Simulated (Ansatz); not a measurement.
**Ta(100) with 4 layers of random Ta-W, 2x2: scattering by chemical disorder**

How strongly does chemical disorder scatter in Ta(100) with 4 layers of random Ta-W, 2x2?

Method: Ansatz plane-wave DFT, PBE, PAW files; ballistic transport by layer matching (Landauer), zero bias; PAW set soft_1, in Ansatz 0.2.0.

**1. Set-up**

The cell holds 56 atoms: 54 Ta and 2 W. Its edges and angles: a = 6.605 Å, b = 6.605 Å, c = 23.118 Å, α = 90.0°, β = 90.0°, γ = 90.0°. It derives from Ta. Regions: lead, 40 atoms (40 Ta); scattering region, 16 atoms (14 Ta and 2 W). The structure is stacked along c, and the current runs across the ab planes.

**2. With 4 alloy layers**

In 4 layers a share of 0.125 of the sites is given to W at random. The layers about the cell's end stay perfect and serve as the lead. Energies from -0.05 to 0.05 eV in steps of 0.05 eV are too few for the program's thermal sum, so it prints no conductance; for a metal the transmission near the Fermi level serves, at a fraction of the cost.

Contents of input.yaml:

```yaml
crystal:
  lattice:
    - [6.60512, 0.0, 0.0]
    - [0.0, 6.60512, 0.0]
    - [0.0, 0.0, 23.11792]
  atoms:
    - { symbol: Ta, position: [0.0, 0.0, 0.0357142857] }
    - { symbol: Ta, position: [0.0, 0.5, 0.0357142857] }
    - { symbol: Ta, position: [0.5, 0.0, 0.0357142857] }
    - { symbol: Ta, position: [0.5, 0.5, 0.0357142857] }
    - { symbol: Ta, position: [0.25, 0.25, 0.1071428571] }
    - { symbol: Ta, position: [0.25, 0.75, 0.1071428571] }
    - { symbol: Ta, position: [0.75, 0.25, 0.1071428571] }
    - { symbol: Ta, position: [0.75, 0.75, 0.1071428571] }
    - { symbol: Ta, position: [0.0, 0.0, 0.1785714286] }
    - { symbol: Ta, position: [0.0, 0.5, 0.1785714286] }
    - { symbol: Ta, position: [0.5, 0.0, 0.1785714286] }
    - { symbol: Ta, position: [0.5, 0.5, 0.1785714286] }
    - { symbol: Ta, position: [0.25, 0.25, 0.25] }
    - { symbol: Ta, position: [0.25, 0.75, 0.25] }
    - { symbol: Ta, position: [0.75, 0.25, 0.25] }
    - { symbol: Ta, position: [0.75, 0.75, 0.25] }
    - { symbol: Ta, position: [0.0, 0.0, 0.3214285714] }
    - { symbol: Ta, position: [0.0, 0.5, 0.3214285714] }
    - { symbol: Ta, position: [0.5, 0.0, 0.3214285714] }
    - { symbol: Ta, position: [0.5, 0.5, 0.3214285714] }
    - { symbol: Ta, position: [0.25, 0.25, 0.3928571429] }
    - { symbol: Ta, position: [0.25, 0.75, 0.3928571429] }
    - { symbol: Ta, position: [0.75, 0.25, 0.3928571429] }
    - { symbol: Ta, position: [0.75, 0.75, 0.3928571429] }
    - { symbol: Ta, position: [0.0, 0.0, 0.4642857143] }
    - { symbol: Ta, position: [0.0, 0.5, 0.4642857143] }
    - { symbol: Ta, position: [0.5, 0.0, 0.4642857143] }
    - { symbol: Ta, position: [0.5, 0.5, 0.4642857143] }
    - { symbol: Ta, position: [0.25, 0.25, 0.5357142857] }
    - { symbol: Ta, position: [0.25, 0.75, 0.5357142857] }
    - { symbol: Ta, position: [0.75, 0.25, 0.5357142857] }
    - { symbol: Ta, position: [0.75, 0.75, 0.5357142857] }
    - { symbol: W, position: [0.0, 0.0, 0.6071428571] }
    - { symbol: Ta, position: [0.0, 0.5, 0.6071428571] }
    - { symbol: Ta, position: [0.5, 0.0, 0.6071428571] }
    - { symbol: W, position: [0.5, 0.5, 0.6071428571] }
    - { symbol: Ta, position: [0.25, 0.25, 0.6785714286] }
    - { symbol: Ta, position: [0.25, 0.75, 0.6785714286] }
    - { symbol: Ta, position: [0.75, 0.25, 0.6785714286] }
    - { symbol: Ta, position: [0.75, 0.75, 0.6785714286] }
    - { symbol: Ta, position: [0.0, 0.0, 0.75] }
    - { symbol: Ta, position: [0.0, 0.5, 0.75] }
    - { symbol: Ta, position: [0.5, 0.0, 0.75] }
    - { symbol: Ta, position: [0.5, 0.5, 0.75] }
    - { symbol: Ta, position: [0.25, 0.25, 0.8214285714] }
    - { symbol: Ta, position: [0.25, 0.75, 0.8214285714] }
    - { symbol: Ta, position: [0.75, 0.25, 0.8214285714] }
    - { symbol: Ta, position: [0.75, 0.75, 0.8214285714] }
    - { symbol: Ta, position: [0.0, 0.0, 0.8928571429] }
    - { symbol: Ta, position: [0.0, 0.5, 0.8928571429] }
    - { symbol: Ta, position: [0.5, 0.0, 0.8928571429] }
    - { symbol: Ta, position: [0.5, 0.5, 0.8928571429] }
    - { symbol: Ta, position: [0.25, 0.25, 0.9642857143] }
    - { symbol: Ta, position: [0.25, 0.75, 0.9642857143] }
    - { symbol: Ta, position: [0.75, 0.25, 0.9642857143] }
    - { symbol: Ta, position: [0.75, 0.75, 0.9642857143] }
kpoints:
  mp_grid: { grid: [4, 4, 1] }
hamiltonian:
  xc: pbe
  pseudopotentials: { kind: paw, azcp: { folder: soft_1 } }
scf:
  occupations: { method: fermi_dirac, width: 0.1 }
output:
  transmission: { leads: [[0, 4]], kmesh: [8, 8], e_range: [-0.05, 0.05], de: 0.05 }
  write_potential: true
  write_density: true
  volumetric_format: npy
```

Launch:

```
ansatz run input.yaml --threads 8 --pin off --max-ram 15360MiB --backend cpu --events-out ev --progress --plain --runs-dir out
```

Numbers of over 12 decimals in the logs are rounded to 6 here.

The log of the run:

```text
Engine: ansatz 0.2.0, aarch64-unknown-linux-gnu
Pseudopotentials: kind: paw
Pseudopotential: Ta, paw, valence charge 13, recommended cutoff 420 eV (normal), soft_1/Ta.paw.azcp
Pseudopotential: W, paw, valence charge 14, recommended cutoff 420 eV (normal), soft_1/W.paw.azcp
Functional definition: PBE
  parameter kappa = 0.804
  parameter beta = 0.066725
  exchange = pbe_x(kappa = kappa, mu = beta*pi^2/3)
  correlation = pbe_c(beta = beta)
Crystal: 56 atoms, lattice volume = 1008.580 Å³
Basis set: ecut = 420 eV, 19677 PW (Γ)
Bands: 438, of which v1, the nominal top of the filled ones, is band 365 counted from 1 (364 counted from 0)
Symmetry: 32 space group operations
Space group: P4/mmm (ITA 123), of the structure as read, at distance tolerance 1.0e-4 Å
k-points: 6 of 16
Non-local potential: Ta, projectors of the file, l = 0: 3, l = 1: 2, l = 2: 2, l = 3: 1
Non-local potential: W, projectors of the file, l = 0: 3, l = 1: 2, l = 2: 2, l = 3: 1
PAW form: soft (Blöchl's): semilocal exchange-correlation on the pseudo side does not see the compensation charge
PAW one-centre angular grid: Ta, 590 points (default); XC on 64 Gauss nodes
PAW one-centre angular grid: W, 590 points (default); XC on 64 Gauss nodes
Initial density: superposition of atomic densities (chi_scale 0.1, normalization cell, long waves of neutral atoms (reshape's long-wave potential 3.59 eV rms, cloud 3.32 Å wide))
Initial wavefunctions: pseudopotential atomic-orbital guess
Functional: x = pbe(κ = 0.804, μ = 0.219515), c = pbe(β = 0.066725)
SCF iter   1: F=—  HF=-557197.349261 eV  |F-HF|=—  |Δ(HF+E_count)|=         —  Δρ=7.42e-2  dr2=1.01e3  ethr=3.10e-3  ⟨swp⟩=6.7  Hψ=10856  notcnv=0
preconditioner: auto → Kerker (q_TF=auto, 2.585 Å⁻¹)  [metal: Δε(μ)=0.010 eV  Ē_g=4.366 eV  σ=0.100 eV  W_gap=0.02  n_scr=294 (ndim 8)  ℏωp=19.6 eV  f_vac=0.000  D(μ)=60.94/eV (n_scr^D=636)]
SCF iter   2: F=—  HF=-557172.404878 eV  |F-HF|=—  |Δ(HF+E_count)|=    2.49e1  Δρ=3.36e-2  dr2=1.11e2  ethr=3.10e-3  ⟨swp⟩=4.2  Hψ=6016  notcnv=0  defer=67
SCF iter   3: F=—  HF=-557168.345336 eV  |F-HF|=—  |Δ(HF+E_count)|=    4.06e0  Δρ=1.31e-2  dr2=3.20e0  ethr=3.10e-3  ⟨swp⟩=5.3  Hψ=7366  notcnv=0  defer=83
SCF iter   4: F=—  HF=-557167.920043 eV  |F-HF|=—  |Δ(HF+E_count)|=   4.25e-1  Δρ=3.59e-3  dr2=1.26e-1  ethr=4.38e-4  ⟨swp⟩=4.3  Hψ=3848  notcnv=0  defer=80
SCF iter   5: F=—  HF=-557167.906129 eV  |F-HF|=—  |Δ(HF+E_count)|=   1.39e-2  Δρ=9.59e-4  dr2=1.80e-2  ethr=1.73e-5  ⟨swp⟩=2.0  Hψ=3358  notcnv=0  defer=81
SCF iter   6: F=—  HF=-557167.904182 eV  |F-HF|=—  |Δ(HF+E_count)|=   1.95e-3  Δρ=1.47e-4  dr2=6.30e-4  ethr=2.46e-6  ⟨swp⟩=2.2  Hψ=4345  notcnv=0  defer=81
SCF iter   7: F=—  HF=-557167.904084 eV  |F-HF|=—  |Δ(HF+E_count)|=   9.76e-5  Δρ=2.81e-5  dr2=3.17e-5  ethr=8.63e-8  ⟨swp⟩=2.0  Hψ=4504  notcnv=0  defer=81
SCF iter   8: F=—  HF=-557167.903441 eV  |F-HF|=—  |Δ(HF+E_count)|=   6.44e-4  Δρ=9.93e-6  dr2=2.47e-6  ethr=4.34e-9  ⟨swp⟩=2.0  Hψ=3255  notcnv=0  defer=91
SCF iter   9: F=-557167.903440 eV  HF=-557167.903440 eV  |F-HF|=9.43e-9  |Δ(HF+E_count)|=   3.43e-7  Δρ=9.10e-7  dr2=1.31e-8  ethr=1.37e-11  ⟨swp⟩=14.5  Hψ=11946  notcnv=0
SCF 1 converged in 9 iterations: F = -557167.903440 eV  dr2 = 1.31e-8
  greatest PAW one-centre occupation: 0.999 electrons in one spin orbital (limit 2), on the W atom at site 35 (counted from 0), in its partial waves of l = 0
transmission: 72 of 630 steps passed
transmission: 126 of 630 steps passed
[...]
transmission: 630 of 630 steps passed
SCF converged after 9 iterations
Free energy (F): -557167.903440 eV
Harris-Foulkes:  -557167.903440 eV  (|F-HF|=9.43e-9)
Internal energy: -557165.659215 eV  (E = F + TS)
E sigma→0 (E₀):  -557166.781327 eV
Entropy (-TS):   -2.244226 eV (-40.075 meV/atom)
Fermi energy:    18.522643 eV
--- Per-component energies (eV) ---
  E_band       = -5921.044023
  E_kinetic    = 22087.918759
  E_local      = -30858.077424  (includes V_loc(G=0)·N_el)
  E_nonlocal   = -643.322080
  E_hartree    = 11230.385167
  E_xc         = -17882.105323
  E_vxc        = -13078.092139  (∫ρ·V_xc dr)
  E_paw        = -465606.421572  (= ΣΔE_a)
  E_vpaw       = -5890.250028  (= ΣTr[D̂ρ^β])
  E_aug_tail   = 0.005550  (compensation charges beyond the density's cutoff)
  E_ewald      = -75494.042292
  E_smearing   = -2.244226  (= −TS)
  E_closure    = 0.000000  (closes the sum)
  Σ components = -557167.903440   (vs F -557167.903440, Δ=0.00e0)
--- Band table (eV; the first three rows and the last of 6) ---
  k-point 0: bands = [... 361 lower, 19.1764, 19.1900, 19.1900, 19.2362, 19.2362, 19.3848, 19.4081, 19.4081, ... 69 higher]
  k-point 1: bands = [... 361 lower, 18.8679, 18.8790, 18.8957, 18.9140, 18.9332, 18.9715, 18.9745, 19.0013, ... 69 higher]
  k-point 2: bands = [... 361 lower, 18.3479, 18.4100, 18.4100, 18.4285, 18.4285, 18.5573, 18.5573, 18.5631, ... 69 higher]
  k-point 5: bands = [... 361 lower, 17.9270, 17.9451, 17.9451, 17.9476, 17.9476, 17.9568, 17.9568, 17.9617, ... 69 higher]
--- Transmission ---
  basis      : 377 plane waves across, 42 finite elements along
  points     : 15, standing for a mesh of 8 x 8
  energies   : 3 from -0.050000 to 0.050000 eV about the Fermi level, 0.050000 eV apart; the leads are filled to 0.000000 eV, and channels, transmission and decay are at 0.000000 eV
  crystal 0  : Ta4, at the sites [0, 4], period 1.6513 Å, over 21.47 Å; its Hamiltonian steps by up to 0.8 meV
    offset         : up to 0.0000 Å between an atom of the period and one for which it stands
    channels       : 1.048438e1 a spin
    conductance    : none, the energies end too early or step too widely for 300 K: set another output.transmission.e_range or a lower de, or, where they end at an eighth of basis.ecutwfc, a higher one
  junction   : crystal 0 to crystal 0, 2.60 to 24.07 Å
    transmission   : 9.317918e0 a spin
    conductance    : none, the energies end too early or step too widely for 300 K: set another output.transmission.e_range or a lower de, or, where they end at an eighth of basis.ecutwfc, a higher one
```

Elapsed: 4.3 min, on 8 threads of Arm Neoverse V2, shared host; peak memory 10 GiB; 27 min of CPU time.

Reading the cycles: dr2 is the Hartree energy of the density residual (eV), the measure of convergence; HF is the Harris–Foulkes estimate of the energy, which meets the free energy F at convergence.

This step gave:

| Property | Result |
| --- | --- |
| free energy | -557167.9034 eV |
| energy at zero smearing | -557166.7813 eV |
| Fermi energy | 18.52 eV |
| cell area | 43.63 Å² |
| transmission per spin nearest the Fermi level | 9.318 |
| open channels per spin nearest the Fermi level | 10.48 |
| step of the lead's potential | 0.8 meV |

Per spin. Table of transmission, zone mean by energy, zero at the Fermi level:

| energy (eV) | transmission, zone mean |
| --- | --- |
| -0.0500 | 9.38 |
| 0.0000 | 9.32 |
| 0.0500 | 8.89 |

Per spin. Table of open channels, zone mean, lead by energy, zero at the Fermi level:

| energy (eV) | open channels, zone mean, lead |
| --- | --- |
| -0.0500 | 10.3 |
| 0.0000 | 10.5 |
| 0.0500 | 9.98 |

Transmission over k1 and k2. At 0.0000 eV from the Fermi level.

Ten even steps from '_' (3.9) to '@' (11.8):
```
::__++%%%%%%++__
--++@@@@@@@@@@++
**%%@@%%%%%%@@%%
**%%@@%%%%%%@@%%
**%%@@%%%%%%@@%%
--++@@@@@@@@@@++
::__++%%%%%%++__
__::--******--::
```
Columns: k1 (b1) from -0.5 to 0.375; rows upwards: k2 (b2) from -0.5 to 0.375.

Open channels over k1 and k2. At 0.0000 eV from the Fermi level.

Values, 8 rows by 8 columns:
```
 6.0  4.0  9.0 12.0 12.0 12.0  9.0  4.0
 8.0  9.0 13.0 14.0 14.0 14.0 13.0  9.0
10.0 12.0 14.0 11.0 11.0 11.0 14.0 12.0
10.0 12.0 14.0 11.0 11.0 11.0 14.0 12.0
10.0 12.0 14.0 11.0 11.0 11.0 14.0 12.0
 8.0  9.0 13.0 14.0 14.0 14.0 13.0  9.0
 6.0  4.0  9.0 12.0 12.0 12.0  9.0  4.0
 4.0  6.0  8.0 10.0 10.0 10.0  8.0  6.0
```
Columns: k1 (b1) from -0.5 to 0.375; rows upwards: k2 (b2) from -0.5 to 0.375.

Over the solved energies the transmission per spin lies between 8.89 and 9.38, out of 10.3 channels of the lead on average (up to 10.5).

**3. With 8 alloy layers**

In 8 layers a share of 0.125 of the sites is given to W at random. A fresh draw is used; the growth of the resistance with length is what counts.

System of this step: Ta(100) with 8 layers of random Ta-W, 2x2. The cell holds 72 atoms: 68 Ta and 4 W. Cell: a = 6.605 Å, b = 6.605 Å, c = 29.723 Å, α = 90.0°, β = 90.0°, γ = 90.0°. It derives from Ta. Regions: lead, 40 atoms (40 Ta); scattering region, 32 atoms (28 Ta and 4 W). The structure is stacked along c, and the current runs across the ab planes.

Contents of input.yaml:

```yaml
crystal:
  lattice:
    - [6.60512, 0.0, 0.0]
    - [0.0, 6.60512, 0.0]
    - [0.0, 0.0, 29.72304]
  atoms:
    - { symbol: Ta, position: [0.0, 0.0, 0.0277777778] }
    - { symbol: Ta, position: [0.0, 0.5, 0.0277777778] }
    - { symbol: Ta, position: [0.5, 0.0, 0.0277777778] }
    - { symbol: Ta, position: [0.5, 0.5, 0.0277777778] }
    - { symbol: Ta, position: [0.25, 0.25, 0.0833333333] }
    - { symbol: Ta, position: [0.25, 0.75, 0.0833333333] }
    - { symbol: Ta, position: [0.75, 0.25, 0.0833333333] }
    - { symbol: Ta, position: [0.75, 0.75, 0.0833333333] }
    - { symbol: Ta, position: [0.0, 0.0, 0.1388888889] }
    - { symbol: Ta, position: [0.0, 0.5, 0.1388888889] }
    - { symbol: Ta, position: [0.5, 0.0, 0.1388888889] }
    - { symbol: Ta, position: [0.5, 0.5, 0.1388888889] }
    - { symbol: Ta, position: [0.25, 0.25, 0.1944444444] }
    - { symbol: Ta, position: [0.25, 0.75, 0.1944444444] }
    - { symbol: Ta, position: [0.75, 0.25, 0.1944444444] }
    - { symbol: Ta, position: [0.75, 0.75, 0.1944444444] }
    - { symbol: Ta, position: [0.0, 0.0, 0.25] }
    - { symbol: Ta, position: [0.0, 0.5, 0.25] }
    - { symbol: Ta, position: [0.5, 0.0, 0.25] }
    - { symbol: Ta, position: [0.5, 0.5, 0.25] }
    - { symbol: Ta, position: [0.25, 0.25, 0.3055555556] }
    - { symbol: Ta, position: [0.25, 0.75, 0.3055555556] }
    - { symbol: W, position: [0.75, 0.25, 0.3055555556] }
    - { symbol: Ta, position: [0.75, 0.75, 0.3055555556] }
    - { symbol: Ta, position: [0.0, 0.0, 0.3611111111] }
    - { symbol: Ta, position: [0.0, 0.5, 0.3611111111] }
    - { symbol: Ta, position: [0.5, 0.0, 0.3611111111] }
    - { symbol: Ta, position: [0.5, 0.5, 0.3611111111] }
    - { symbol: Ta, position: [0.25, 0.25, 0.4166666667] }
    - { symbol: Ta, position: [0.25, 0.75, 0.4166666667] }
    - { symbol: Ta, position: [0.75, 0.25, 0.4166666667] }
    - { symbol: Ta, position: [0.75, 0.75, 0.4166666667] }
    - { symbol: Ta, position: [0.0, 0.0, 0.4722222222] }
    - { symbol: Ta, position: [0.0, 0.5, 0.4722222222] }
    - { symbol: Ta, position: [0.5, 0.0, 0.4722222222] }
    - { symbol: Ta, position: [0.5, 0.5, 0.4722222222] }
    - { symbol: W, position: [0.25, 0.25, 0.5277777778] }
    - { symbol: Ta, position: [0.25, 0.75, 0.5277777778] }
    - { symbol: Ta, position: [0.75, 0.25, 0.5277777778] }
    - { symbol: Ta, position: [0.75, 0.75, 0.5277777778] }
    - { symbol: Ta, position: [0.0, 0.0, 0.5833333333] }
    - { symbol: Ta, position: [0.0, 0.5, 0.5833333333] }
    - { symbol: Ta, position: [0.5, 0.0, 0.5833333333] }
    - { symbol: Ta, position: [0.5, 0.5, 0.5833333333] }
    - { symbol: Ta, position: [0.25, 0.25, 0.6388888889] }
    - { symbol: Ta, position: [0.25, 0.75, 0.6388888889] }
    - { symbol: W, position: [0.75, 0.25, 0.6388888889] }
    - { symbol: Ta, position: [0.75, 0.75, 0.6388888889] }
    - { symbol: Ta, position: [0.0, 0.0, 0.6944444444] }
    - { symbol: Ta, position: [0.0, 0.5, 0.6944444444] }
    - { symbol: Ta, position: [0.5, 0.0, 0.6944444444] }
    - { symbol: W, position: [0.5, 0.5, 0.6944444444] }
    - { symbol: Ta, position: [0.25, 0.25, 0.75] }
    - { symbol: Ta, position: [0.25, 0.75, 0.75] }
    - { symbol: Ta, position: [0.75, 0.25, 0.75] }
    - { symbol: Ta, position: [0.75, 0.75, 0.75] }
    - { symbol: Ta, position: [0.0, 0.0, 0.8055555556] }
    - { symbol: Ta, position: [0.0, 0.5, 0.8055555556] }
    - { symbol: Ta, position: [0.5, 0.0, 0.8055555556] }
    - { symbol: Ta, position: [0.5, 0.5, 0.8055555556] }
    - { symbol: Ta, position: [0.25, 0.25, 0.8611111111] }
    - { symbol: Ta, position: [0.25, 0.75, 0.8611111111] }
    - { symbol: Ta, position: [0.75, 0.25, 0.8611111111] }
    - { symbol: Ta, position: [0.75, 0.75, 0.8611111111] }
    - { symbol: Ta, position: [0.0, 0.0, 0.9166666667] }
    - { symbol: Ta, position: [0.0, 0.5, 0.9166666667] }
    - { symbol: Ta, position: [0.5, 0.0, 0.9166666667] }
    - { symbol: Ta, position: [0.5, 0.5, 0.9166666667] }
    - { symbol: Ta, position: [0.25, 0.25, 0.9722222222] }
    - { symbol: Ta, position: [0.25, 0.75, 0.9722222222] }
    - { symbol: Ta, position: [0.75, 0.25, 0.9722222222] }
    - { symbol: Ta, position: [0.75, 0.75, 0.9722222222] }
kpoints:
  mp_grid: { grid: [4, 4, 1] }
hamiltonian:
  xc: pbe
  pseudopotentials: { kind: paw, azcp: { folder: soft_1 } }
scf:
  occupations: { method: fermi_dirac, width: 0.1 }
output:
  transmission: { leads: [[0, 4]], kmesh: [8, 8], e_range: [-0.05, 0.05], de: 0.05 }
  write_potential: true
  write_density: true
  volumetric_format: npy
```

The log of the run:

```text
[...]
Crystal: 72 atoms, lattice volume = 1296.745 Å³
Basis set: ecut = 420 eV, 25307 PW (Γ)
Bands: 564, of which v1, the nominal top of the filled ones, is band 470 counted from 1 (469 counted from 0)
Symmetry: 1 space group operations
[...]
k-points: 10 of 16 (time reversal used)
[...]
SCF iter   1: F=—  HF=-717054.939199 eV  |F-HF|=—  |Δ(HF+E_count)|=         —  Δρ=8.26e-2  dr2=1.21e3  ethr=3.10e-3  ⟨swp⟩=6.8  Hψ=22992  notcnv=0  defer=2
[...]
SCF iter  10: F=-717005.315817 eV  HF=-717005.315817 eV  |F-HF|=9.31e-10  |Δ(HF+E_count)|=   3.45e-8  Δρ=2.29e-7  dr2=1.31e-9  ethr=1.06e-11  ⟨swp⟩=16.6  Hψ=22768  notcnv=0
SCF 1 converged in 10 iterations: F = -717005.315817 eV  dr2 = 1.31e-9
[...]
transmission: 198 of 1836 steps passed
transmission: 378 of 1836 steps passed
[...]
transmission: 1836 of 1836 steps passed
SCF converged after 10 iterations
Free energy (F): -717005.315817 eV
[...]
Internal energy: -717002.325395 eV  (E = F + TS)
E sigma→0 (E₀):  -717003.820606 eV
Entropy (-TS):   -2.990422 eV (-41.534 meV/atom)
Fermi energy:    18.527712 eV
[...]
--- Band table (eV; the first three rows and the last of 10) ---
  k-point 0: bands = [... 466 lower, 19.1356, 19.1763, 19.1777, 19.1815, 19.1845, 19.1929, 19.2053, 19.2055, ... 90 higher]
  k-point 1: bands = [... 466 lower, 18.8092, 18.8208, 18.8233, 18.8351, 18.9137, 18.9263, 18.9711, 18.9843, ... 90 higher]
  k-point 2: bands = [... 466 lower, 18.4010, 18.4351, 18.4577, 18.4648, 18.5227, 18.5705, 18.5835, 18.6014, ... 90 higher]
  k-point 9: bands = [... 466 lower, 17.8259, 17.8397, 17.9151, 17.9254, 17.9326, 17.9434, 17.9500, 17.9622, ... 90 higher]
--- Transmission ---
  basis      : 377 plane waves across, 54 finite elements along
  points     : 34, standing for a mesh of 8 x 8
[...]
channels       : 1.048438e1 a spin
[...]
junction   : crystal 0 to crystal 0, 0.70 to 28.77 Å
    transmission   : 8.611853e0 a spin
[...]
```

Elapsed: 15 min, on 8 threads; peak memory 8.4 GiB.

Numbers from this step:

```yaml
free_energy: -717005.3158 eV
energy_at_zero_smearing: -717003.8206 eV
fermi_energy: 18.53 eV
transmission_per_spin_nearest_the_fermi_level: 8.612
step_of_the_lead_s_potential: 4.7 meV
```

Per spin. The transmission, zone mean by energy, zero at the Fermi level:

| energy (eV) | transmission, zone mean |
| --- | --- |
| -0.0500 | 8.74 |
| 0.0000 | 8.61 |
| 0.0500 | 8.18 |

Over the solved energies the transmission per spin lies between 8.18 and 8.74, out of 10.2 channels of the lead on average (up to 10.5).

[end of part 1 of 2]

[Logs are printed without paths, hosts, clocks, repeated set-up lines and the standing remarks that a program may print on its own settings, such as how far it seeks lower states.]

[Hosts, paths, dates, database ids (printed as entryN), source tags and the programs' standing remarks are cut or masked in the printed files.]
